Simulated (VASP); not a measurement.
# Au (Fm-3m) in VASP: notebook, part 2 of 2

VASP 6.6.1.

## Step 4: Relaxation of the atoms, PBE (a relaxed cell with its volume scaled by 0.94)

INCAR

```
SYSTEM = Au
PREC = Accurate ; ENCUT = 300
EDIFF = 1E-7 ; ISMEAR = 1
SIGMA = 0.1 ; LREAL = .False.
LASPH = .True. ; NELM = 80
ALGO = Normal ; ISIF = 2
LWAVE = .False. ; LCHARG = .False.
GGA = PE ; IBRION = 2
NSW = 40 ; EDIFFG = -0.01
```

KPOINTS

```
regular mesh
0
Gamma
  8 8 8
  0 0 0
```

POSCAR

```
Au                                      
1.0
    0.0000000000      2.0358089849      2.0358089849
    2.0358089849      0.0000000000      2.0358089849
    2.0358089849      2.0358089849     -0.0000000000
  Au            
     1
Direct
     0.0000000000000000    0.0000000000000000    0.0000000000000000
```

Potentials or basis: VASP PAW PBE potentials, release 64 (Au).

Started as:

```bash
cat potpaw_PBE.64/Au/POTCAR > POTCAR
mpirun -np 1 vasp_std > vasp.out
```

OUTCAR:

```text
SYSTEM = Au
   PREC = Accurate
   ENCUT = 300
   EDIFF = 1E-7
   ISMEAR = 1
   LREAL = .False.
   LASPH = .True.
   NELM = 80
   ISIF = 2
   GGA = PE
   IBRION = 2
   NSW = 40
   EDIFFG = -0.01

 ion  position               nearest neighbor table
   1  0.000  0.000  0.000-

  LATTYP: Found a face centered cubic cell.
 ALAT       =     4.0716179698

  Lattice vectors:

 A1 = (   0.0000000000,   2.0358089849,   2.0358089849)
 A2 = (   2.0358089849,   0.0000000000,   2.0358089849)
 A3 = (   2.0358089849,   2.0358089849,   0.0000000000)

Analysis of symmetry for initial positions (statically):
=====================================================================
 Subroutine PRICEL returns:
 Original cell was already a primitive cell.

 Routine SETGRP: Setting up the symmetry group for a
 face centered cubic supercell.

 Subroutine GETGRP returns: Found 48 space group operations
 (whereof 48 operations were pure point group operations)
 out of a pool of 48 trial point group operations.

The static configuration has the point symmetry O_h .

Analysis of symmetry for dynamics (positions and initial velocities):
=====================================================================
 Subroutine PRICEL returns:
 Original cell was already a primitive cell.

 Routine SETGRP: Setting up the symmetry group for a
 face centered cubic supercell.

 Subroutine GETGRP returns: Found 48 space group operations
 (whereof 48 operations were pure point group operations)
 out of a pool of 48 trial point group operations.

The dynamic configuration has the point symmetry O_h .

 Subroutine INISYM returns: Found 48 space group operations
 (whereof 48 operations are pure point group operations),
 and found     1 'primitive' translations

[... 115 lines left out ...]
  Thomas-Fermi vector in A             =   2.540485
   LORBIT       =      0    0 simple, 1 ext, 2 COOP (PROOUT), +10 PAW based schemes
   GGA     = PE    functional components
   LHFCALC =     F    Hartree Fock is set to
   AEXX    =    0.0000 exact exchange contribution
   IVDW    =     0    specifies the selected vdW correction
   LEPSILON=     F    determine dielectric tensor
   LRPA    =     F    only Hartree local field effects (RPA)
 conjugate gradient relaxation of ions
 non-spin polarized calculation
 Methfessel and Paxton  Order N= 1 SIGMA  =   0.10
  energy-cutoff  :      300.00
  volume of cell :       16.87
 maximum number of plane-waves:       210
   NGX =  9   NGY =  9   NGZ =  9

 number of electron      11.0000002 magnetization

 Free energy of the ion-electron system (eV)
  ---------------------------------------------------
  ext. energy  EPLUGINS =         0.00000000
  ---------------------------------------------------
  free energy    TOTEN  =        -3.15260296 eV

  energy without entropy =       -3.15161739  energy(sigma->0) =       -3.15227444

 E-fermi :   9.5709     XC(G=0): -12.7749

 val. band max:        9.5237643281   @ k =   0.5000   0.2500   0.1250
 cond. band min:       9.7897190926   @ k =   0.5000   0.3750   0.1250
 fundamental gap:      0.2659547645
 Fermi energy:         9.5708949378

 k-point     1 :       0.0000    0.0000    0.0000
  band No.  band energies     occupation
      1      -0.3234      2.00000
      2       4.9110      2.00000
      3       4.9110      2.00000
      4       4.9110      2.00000
      5       6.4538      2.00000
      6       6.4538      2.00000
      7      24.1502      0.00000
      8      28.2058      0.00000
      9      28.2058      0.00000
[... 265 lines left out ...]
 k-point    24 :      -0.3750    0.2500    0.1250
  band No.  band energies     occupation
      1       3.2737      2.00000
      2       4.2235      2.00000
      3       5.3455      2.00000
      4       5.7541      2.00000
      5       7.5320      2.00000
      6      12.3002      0.00000
      7      12.7525      0.00000
      8      21.9074      0.00000
      9      22.8308      0.00000

 [... further k-points ...]

------------------------ aborting loop because EDIFF is reached ----------------------------------------

  FORCE on cell =-STRESS in cart. coord.  units (eV):
  Direction    XX          YY          ZZ          XY          YZ          ZX
  --------------------------------------------------------------------------------------
  -------------------------------------------------------------------------------------
  Total        1.1138384      1.1138384      1.1138384      0.0000000      0.0000000     -0.0000000
  in kB      105.7527562    105.7527562    105.7527562      0.0000000      0.0000000     -0.0000000
  external PRESSURE =     105.7527562 kB  Pullay stress =       0.0000000 kB

 VOLUME and BASIS-vectors are now :
 -----------------------------------------------------------------------------
  energy-cutoff  :      300.00
  volume of cell :       16.87
      direct lattice vectors                 reciprocal lattice vectors
     0.000000000  2.035808985  2.035808985    -0.245602610  0.245602610  0.245602610
     2.035808985  0.000000000  2.035808985     0.245602610 -0.245602610  0.245602610
     2.035808985  2.035808985  0.000000000     0.245602610  0.245602610 -0.245602610

 POSITION                                       TOTAL-FORCE (eV/Angst)
 -----------------------------------------------------------------------------------
      0.00000      0.00000      0.00000         0.000000     -0.000000      0.000000
 -----------------------------------------------------------------------------------
    total drift:                                0.000000      0.000000      0.000000

  FREE ENERGIE OF THE ION-ELECTRON SYSTEM (eV)
  ---------------------------------------------------
  free  energy   TOTEN  =        -3.1526029611 eV

  energy  without entropy=       -3.1516173854  energy(sigma->0) =       -3.15227444

 reached required accuracy - stopping structural energy minimisation
```

CONTCAR:

```text
Au
   1.00000000000000
     0.0000000000000000    2.0358089849000001    2.0358089849000001
     2.0358089849000001    0.0000000000000000    2.0358089849000001
     2.0358089849000001    2.0358089849000001    0.0000000000000000
  Au
     1
Direct
     0.0000000000000000    0.0000000000000000    0.0000000000000000

  0.00000000E+00  0.00000000E+00  0.00000000E+00
```

It took 4.2 s on 1 thread of Intel Xeon Platinum 8259CL at 2.50GHz (Skylake/Cascade Lake), shared host; peak memory 0.11 GiB.

What came out:

```
Free energy             : -3.1526 eV
Pressure after relaxing : 10.6 GPa
Band gap on the k mesh  : none (metal or under the smearing width)
```

Final structure:
```xyz
1
Lattice="0.0000 2.0358 2.0358 2.0358 0.0000 2.0358 2.0358 2.0358 0.0000" Properties=species:S:1:pos:R:3 pbc="T T T"
Au    0.0000    0.0000    0.0000
```

Levels at points of the mesh, in eV from the Fermi level:
| k point | band 2 | band 3 | band 4 | band 5 | band 6 | band 7 | band 8 | band 9 |
| --- | --- | --- | --- | --- | --- | --- | --- | --- |
| (0.00, 0.00, 0.00) | -4.66 | -4.66 | -4.66 | -3.12 | -3.12 | 14.58 | 18.63 | 18.63 |
| (0.50, 0.00, 0.00) | -4.70 | -4.70 | -1.90 | -1.90 | -0.93 | 3.20 | 14.03 | 17.27 |
| (0.50, 0.50, 0.00) | -6.76 | -1.94 | -1.57 | -1.57 | 1.06 | 5.92 | 10.11 | 10.11 |

Caveat: the relaxation stopped at its first step, so nothing moved. The run has no spin-orbit coupling, so splittings on Au are missing.

## Step 5: Relaxation of the atoms, PBE (a relaxed cell with its volume scaled by 0.96)

INCAR is that of step 4.

KPOINTS is that of step 4.

POSCAR

```
Au                                      
1.0
    0.0000000000      2.0501461402      2.0501461402
    2.0501461402      0.0000000000      2.0501461402
    2.0501461402      2.0501461402     -0.0000000000
  Au            
     1
Direct
     0.0000000000000000    0.0000000000000000    0.0000000000000000
```

Potentials or basis: VASP PAW PBE potentials, release 64 (Au).

Started as:

```bash
cat potpaw_PBE.64/Au/POTCAR > POTCAR
mpirun -np 1 vasp_std > vasp.out
```

OUTCAR:

```text
SYSTEM = Au
   PREC = Accurate
   ENCUT = 300
   EDIFF = 1E-7
   ISMEAR = 1
   LREAL = .False.
   LASPH = .True.
   NELM = 80
   ISIF = 2
   GGA = PE
   IBRION = 2
   NSW = 40
   EDIFFG = -0.01

 ion  position               nearest neighbor table
   1  0.000  0.000  0.000-

  LATTYP: Found a face centered cubic cell.
 ALAT       =     4.1002922804

  Lattice vectors:

 A1 = (   0.0000000000,   2.0501461402,   2.0501461402)
 A2 = (   2.0501461402,   0.0000000000,   2.0501461402)
 A3 = (   2.0501461402,   2.0501461402,   0.0000000000)

Analysis of symmetry for initial positions (statically):
=====================================================================
 Subroutine PRICEL returns:
 Original cell was already a primitive cell.

 Routine SETGRP: Setting up the symmetry group for a
 face centered cubic supercell.

 Subroutine GETGRP returns: Found 48 space group operations
 (whereof 48 operations were pure point group operations)
 out of a pool of 48 trial point group operations.

The static configuration has the point symmetry O_h .

Analysis of symmetry for dynamics (positions and initial velocities):
=====================================================================
 Subroutine PRICEL returns:
 Original cell was already a primitive cell.

 Routine SETGRP: Setting up the symmetry group for a
 face centered cubic supercell.

 Subroutine GETGRP returns: Found 48 space group operations
 (whereof 48 operations were pure point group operations)
 out of a pool of 48 trial point group operations.

The dynamic configuration has the point symmetry O_h .

 Subroutine INISYM returns: Found 48 space group operations
 (whereof 48 operations are pure point group operations),
 and found     1 'primitive' translations

----------------------------------------------------------------------------------------

                                     Primitive cell

  volume of cell :      17.2339

  direct lattice vectors                    reciprocal lattice vectors
     0.000000000  2.050146140  2.050146140    -0.243885053  0.243885053  0.243885053
     2.050146140  0.000000000  2.050146140     0.243885053 -0.243885053  0.243885053
     2.050146140  2.050146140  0.000000000     0.243885053  0.243885053 -0.243885053

  length of vectors
     2.899344476  2.899344476  2.899344476     0.422421303  0.422421303  0.422421303

  position of ions in fractional coordinates (direct lattice)
     0.000000000  0.000000000  0.000000000

  ion indices of the primitive-cell ions
   primitive index   ion index
                 1           1

----------------------------------------------------------------------------------------

 KPOINTS: regular mesh

Automatic generation of k-mesh.
 Grid dimensions read from file:
 generate k-points for:    8    8    8

 Generating k-lattice:

  Cartesian coordinates                     Fractional coordinates (reciprocal lattice)
    -0.030485632  0.030485632  0.030485632     0.125000000  0.000000000  0.000000000
     0.030485632 -0.030485632  0.030485632     0.000000000  0.125000000  0.000000000
     0.030485632  0.030485632 -0.030485632     0.000000000  0.000000000  0.125000000

  Length of vectors
     0.052802663  0.052802663  0.052802663

  Shift w.r.t. Gamma in fractional coordinates (k-lattice)
     0.000000000  0.000000000  0.000000000

 Subroutine IBZKPT returns following result:
 ===========================================

 Found     29 irreducible k-points:

 Following reciprocal coordinates:
            Coordinates               Weight
  0.000000  0.000000  0.000000      1.000000
  0.125000  0.000000  0.000000      8.000000
  0.250000  0.000000  0.000000      8.000000
  0.375000  0.000000  0.000000      8.000000
  0.500000  0.000000  0.000000      4.000000
  0.125000  0.125000  0.000000      6.000000
[... 16 lines left out ...]
  0.500000  0.250000  0.125000     48.000000
 -0.375000  0.250000  0.125000     24.000000
 [... further k-points ...]
   k-points           NKPTS =     29   k-points in BZ     NKDIM =     29   number of bands    NBANDS=      9
   number of dos      NEDOS =    301   number of ions     NIONS =      1
   total plane-waves  NPLWV =   4096
   dimension x,y,z NGX =    16 NGY =   16 NGZ =   16
   dimension x,y,z NGXF=    32 NGYF=   32 NGZF=   32
   ions per type =               1
   NGX,Y,Z   is equivalent  to a cutoff of   9.17,  9.17,  9.17 a.u.
   NGXF,Y,Z  is equivalent  to a cutoff of  18.35, 18.35, 18.35 a.u.
 SYSTEM =  Au
   PREC   = accura    normal or accurate (medium, high low for compatibility)
   ISTART =      0    job   : 0-new  1-cont  2-samecut
   ICHARG =      2    charge: 1-file 2-atom 10-const
   ISPIN  =      1    spin polarized calculation?
   LNONCOLLINEAR =      F non collinear calculations
   LSORBIT =      F    spin-orbit coupling
   LASPH  =      T    aspherical Exc in radial PAW
   ENCUT  =  300.0 eV  22.05 Ry    4.70 a.u.   4.09  4.09  4.09*2*pi/ulx,y,z
   NELM   =     80;   NELMIN=  2; NELMDL= -5     # of ELM steps
   EDIFF  = 0.1E-06   stopping-criterion for ELM
   LREAL  =      F    real-space projection
   EDIFFG = -.1E-01   stopping-criterion for IOM
   NSW    =     40    number of steps for IOM
   IBRION =      2    ionic relax: 0-MD 1-quasi-New 2-CG
   NFREE  =      1    steps in history (QN), initial steepest desc. (CG)
   ISIF   =      2    stress and relaxation
   ISYM   =      2    0-nonsym 1-usesym 2-fastsym
   POTIM  = 0.5000    time-step for ionic-motion
   TEBEG  =    0.0;   TEEND  =   0.0 temperature during run
   PSTRESS=    0.0 pullay stress
   NELECT =      11.0000    total number of electrons
   NUPDOWN=      -1.0000    fix difference up-down
   EMIN   =  10.00;   EMAX   =-10.00  energy-range for DOS
   EFERMI =   0.00;   METHOD = LEGACY
   ISMEAR =     1;   SIGMA  =   0.10  broadening in eV -4-tet -1-fermi 0-gaus
   EFERMI_NEDOS =   21; number of points for ismear=-14 and -15
   IALGO  =     38    algorithm
   IMIX   =      4    mixing-type and parameters
     AMIX     =   0.40;   BMIX     =  1.00
     AMIX_MAG =   1.60;   BMIX_MAG =  1.00
  volume/ion in A,a.u.               =      17.23       116.30
  Fermi-wavevector in a.u.,A,eV,Ry     =   1.409541  2.663645 27.032117  1.986805
  Thomas-Fermi vector in A             =   2.531586
   LORBIT       =      0    0 simple, 1 ext, 2 COOP (PROOUT), +10 PAW based schemes
   GGA     = PE    functional components
   LHFCALC =     F    Hartree Fock is set to
   AEXX    =    0.0000 exact exchange contribution
   IVDW    =     0    specifies the selected vdW correction
   LEPSILON=     F    determine dielectric tensor
   LRPA    =     F    only Hartree local field effects (RPA)
 conjugate gradient relaxation of ions
 non-spin polarized calculation
 Methfessel and Paxton  Order N= 1 SIGMA  =   0.10
  energy-cutoff  :      300.00
  volume of cell :       17.23
 maximum number of plane-waves:       210
   NGX =  9   NGY =  9   NGZ =  9

 number of electron      11.0000006 magnetization

 Free energy of the ion-electron system (eV)
  ---------------------------------------------------
  ext. energy  EPLUGINS =         0.00000000
  ---------------------------------------------------
  free energy    TOTEN  =        -3.17353553 eV

  energy without entropy =       -3.17253040  energy(sigma->0) =       -3.17320049

 E-fermi :   9.2013     XC(G=0): -12.6487

 val. band max:        9.1541530160   @ k =   0.5000   0.2500   0.1250
 cond. band min:       9.4235706021   @ k =   0.5000   0.3750   0.1250
 fundamental gap:      0.2694175861
 Fermi energy:         9.2012864283

 k-point     1 :       0.0000    0.0000    0.0000
  band No.  band energies     occupation
      1      -0.4516      2.00000
      2       4.6725      2.00000
      3       4.6725      2.00000
      4       4.6725      2.00000
      5       6.1589      2.00000
      6       6.1589      2.00000
      7      23.8285      0.00000
      8      27.7620      0.00000
      9      27.7620      0.00000
[... 265 lines left out ...]
 k-point    24 :      -0.3750    0.2500    0.1250
  band No.  band energies     occupation
      1       3.0894      2.00000
      2       4.0154      2.00000
      3       5.1043      2.00000
      4       5.4892      2.00000
      5       7.1992      2.00000
      6      11.9310      0.00000
      7      12.3060      0.00000
      8      21.3865      0.00000
      9      22.3554      0.00000

 [... further k-points ...]

------------------------ aborting loop because EDIFF is reached ----------------------------------------

  FORCE on cell =-STRESS in cart. coord.  units (eV):
  Direction    XX          YY          ZZ          XY          YZ          ZX
  --------------------------------------------------------------------------------------
  -------------------------------------------------------------------------------------
  Total        0.7066905      0.7066905      0.7066905      0.0000000      0.0000000     -0.0000000
  in kB       65.6984873     65.6984873     65.6984873      0.0000000      0.0000000     -0.0000000
  external PRESSURE =      65.6984873 kB  Pullay stress =       0.0000000 kB

 VOLUME and BASIS-vectors are now :
 -----------------------------------------------------------------------------
  energy-cutoff  :      300.00
  volume of cell :       17.23
      direct lattice vectors                 reciprocal lattice vectors
     0.000000000  2.050146140  2.050146140    -0.243885053  0.243885053  0.243885053
     2.050146140  0.000000000  2.050146140     0.243885053 -0.243885053  0.243885053
     2.050146140  2.050146140  0.000000000     0.243885053  0.243885053 -0.243885053

 POSITION                                       TOTAL-FORCE (eV/Angst)
 -----------------------------------------------------------------------------------
      0.00000      0.00000      0.00000         0.000000      0.000000     -0.000000
 -----------------------------------------------------------------------------------
    total drift:                                0.000000     -0.000000     -0.000000

  FREE ENERGIE OF THE ION-ELECTRON SYSTEM (eV)
  ---------------------------------------------------
  free  energy   TOTEN  =        -3.1735355340 eV

  energy  without entropy=       -3.1725303954  energy(sigma->0) =       -3.17320049

 reached required accuracy - stopping structural energy minimisation
```

Wall time 3.1 s (1 thread of Intel Xeon Platinum 8259CL at 2.50GHz (Skylake/Cascade Lake), shared host); peak memory 0.11 GiB.

Results:

```
Free energy             : -3.1735 eV
Pressure after relaxing : 6.6 GPa
Band gap on the k mesh  : none (metal or under the smearing width)
```

Final structure:
```
Au
1.0
     0.00000    2.05015    2.05015
     2.05015    0.00000    2.05015
     2.05015    2.05015    0.00000
Au
1
Direct
  0.00000 0.00000 0.00000
```

Caveat: the relaxation stopped at its first step, so nothing moved. The run has no spin-orbit coupling, so splittings on Au are missing.

## Step 6: The runs side by side

| task | cell | gap on the mesh (eV) | pressure (GPa) |
| --- | --- | --- | --- |
| relaxation of cell and atoms | relaxed | none | 0.0 |
| relaxation of the atoms | atoms relaxed from: a relaxed cell with its volume scaled by 0.94 | none | 10.6 |
| relaxation of the atoms | atoms relaxed from: a relaxed cell with its volume scaled by 0.96 | none | 6.6 |

Alike in all rows: level PBE; potentials or basis VASP PAW PBE potentials, release 64 (Au); no spin polarisation; k mesh 8 × 8 × 8; cutoff (eV) 300; smearing methfessel-paxton 0.1 eV.

Caveats: the relaxation stopped at its first step, so nothing moved (some runs).

Total energies depend on the potentials used, so only differences within one code and one set of settings carry meaning.
